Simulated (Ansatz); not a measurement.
Runs of Ansatz 0.2.0 on Ti. It takes space group P6_3/mmc (No. 194, hexagonal). The conventional cell has a = 2.950 Å, b = 2.950 Å, c = 4.680 Å, α = 90.00°, β = 90.00°, γ = 120.00°. Ti (site symmetry -6m2) is surrounded by 12 Ti at 2.89 to 2.95 Å. 

| task | level | cell | cutoff (eV) | smearing | gap on the mesh (eV) | pressure (GPa) | relaxed volume (Å³/atom) |
| --- | --- | --- | --- | --- | --- | --- | --- |
| relaxation of cell and atoms | revPBE+D3(BJ) | relaxed | - | fermi-dirac 0.05 eV | - | 0.0 | (a) |
| single point | PBE | as given | 220 | gaussian 0.021 eV | none | -1.4 | - |
| band structure | PBEsol | as given | 220 | fermi-dirac 0.05 eV | - | -5.7 | - |
| relaxation of cell and atoms | RPBE | relaxed | - | fermi-dirac 0.05 eV | - | 0.0 | 17.90 |
| single point | PBE | as given | 220 | gaussian 0.016 eV | none | -1.4 | - |

Alike in all rows: potentials or basis all-electron LAPW, scalar-relativistic; no spin polarisation; k mesh 10 × 10 × 6; basis error allowed 0.001 eV/atom.

Problem. Estimate the missing entries.

Solution. (a) 16.07.

A k mesh can miss the band edges.

A gap of «none» marks a metal or a gap under the smearing width.

Not every run made on this cell is shown here.
